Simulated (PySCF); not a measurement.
# C7H10: the cost of one run

Computed with PySCF 2.14.0. Level: levels as typed in each script, gas phase, geometry from GFN2-xTB.

2 further runs of the same task are left out: 2 that didn't finish.

## (1) The system as given

SMILES `C1=CC2CCC1C2`, 17 atoms, charge 0, spin multiplicity 1.

Bond lengths: C1–C2 1.326 Å, C1–C6 1.507 Å, C1–H8 1.075 Å, C2–C3 1.507 Å, C2–H9 1.075 Å, C3–C4 1.547 Å, C3–C7 1.532 Å, C3–H10 1.087 Å, C4–C5 1.540 Å, C4–H11 1.089 Å, C4–H12 1.090 Å, C5–C6 1.547 Å, C5–H13 1.089 Å, C5–H14 1.090 Å, C6–C7 1.532 Å, C6–H15 1.087 Å, C7–H16 1.089 Å, C7–H17 1.089 Å. Angles: C2–C1–C6 107.4°, C2–C1–H8 128.3°, C6–C1–H8 124.1°, C1–C2–C3 107.4°, C1–C2–H9 128.3°, C3–C2–H9 124.1°, C2–C3–C4 105.5°, C2–C3–C7 100.4°, C2–C3–H10 116.2°, C4–C3–C7 100.7°, C4–C3–H10 114.4°, C7–C3–H10 117.5°, C3–C4–C5 102.9°, C3–C4–H11 111.4°, C3–C4–H12 110.3°, C5–C4–H11 112.5°, C5–C4–H12 111.4°, H11–C4–H12 108.3° and more.

Coordinates:

```mol
C7H10
  3D, bonds by distance, orders not assigned

 17 18  0  0  0  0  0  0  0  0999 V2000
    1.2563    0.6631   -0.5097 C   0  0
    1.2563   -0.6631   -0.5098 C   0  0
    0.0838   -1.1150    0.3223 C   0  0
   -1.1726   -0.7699   -0.5123 C   0  0
   -1.1726    0.7700   -0.5122 C   0  0
    0.0839    1.1150    0.3224 C   0  0
    0.0420   -0.0001    1.3721 C   0  0
    1.9051    1.3300   -1.0478 H   0  0
    1.9051   -1.3300   -1.0479 H   0  0
    0.1164   -2.1413    0.6804 H   0  0
   -1.1095   -1.1861   -1.5169 H   0  0
   -2.0664   -1.1678   -0.0323 H   0  0
   -1.1095    1.1863   -1.5168 H   0  0
   -2.0664    1.1678   -0.0322 H   0  0
    0.1164    2.1412    0.6805 H   0  0
   -0.8670   -0.0001    1.9717 H   0  0
    0.9139   -0.0000    2.0248 H   0  0
  1  2  8  0
  2  3  8  0
  3  4  8  0
  4  5  8  0
  5  6  8  0
  6  7  8  0
  1  8  8  0
  2  9  8  0
  3 10  8  0
  4 11  8  0
  4 12  8  0
  5 13  8  0
  5 14  8  0
  6 15  8  0
  7 16  8  0
  7 17  8  0
  1  6  8  0
  3  7  8  0
M  END
```

## (2) Density, bond paths and surface potential (TPSSh/def2-svp)

Contents of input.py:

```python
import numpy as np
from pyscf import gto, scf, dft
from pyscf.scf import atom_ks, atom_hf
from scipy.linalg import block_diag

def solve(mol, dm0=None, hcore=None):
    mf = (dft.UKS if mol.spin else dft.RKS)(mol, xc='tpssh')
    mf.grids.level = 3
    mf = mf.density_fit(auxbasis='def2-universal-jkfit')
    mf.conv_tol, mf.max_cycle = 1e-8, 80
    if hcore is not None:
        mf.get_hcore = lambda *args: hcore
    mf.kernel(dm0)
    if not mf.converged:
        mf = mf.newton().run(mf.mo_coeff, mf.mo_occ, max_cycle=30)
    assert mf.converged, 'SCF not converged'
    return mf

mol = gto.M(atom='''
C      1.25625     0.66312    -0.50971
C      1.25625    -0.66308    -0.50976
C      0.08385    -1.11499     0.32226
C     -1.17262    -0.76994    -0.51228
C     -1.17262     0.77000    -0.51222
C      0.08386     1.11497     0.32235
C      0.04200    -0.00012     1.37209
H      1.90514     1.33004    -1.04777
H      1.90513    -1.32996    -1.04788
H      0.11638    -2.14126     0.68037
H     -1.10946    -1.18614    -1.51689
H     -2.06643    -1.16780    -0.03229
H     -1.10946     1.18628    -1.51680
H     -2.06642     1.16783    -0.03220
H      0.11639     2.14122     0.68054
H     -0.86696    -0.00006     1.97166
H      0.91391    -0.00002     2.02483
''', basis='def2-svp', charge=0, spin=0, verbose=4)
mf = solve(mol)
mf.analyze()
# spherically averaged free atoms, for the promolecule
atm = atom_ks.get_atm_nrks(mol, xc='tpssh')
pro = block_diag(*[(atm[a[0]][2] * atm[a[0]][3]) @ atm[a[0]][2].T for a in mol._atom])
np.savez('result.npz', e=mf.e_tot, c=mf.mo_coeff, occ=mf.mo_occ, eps=mf.mo_energy, pro=pro, dip=mf.dip_moment(verbose=0), s2=mf.spin_square()[0])
```

Command:

```sh
> OMP_NUM_THREADS=1 python input.py
```

Q: Estimate wall time and peak memory on 1 thread of Arm Neoverse V2, shared host.

About 51 s, with a peak of 0.67 GiB.
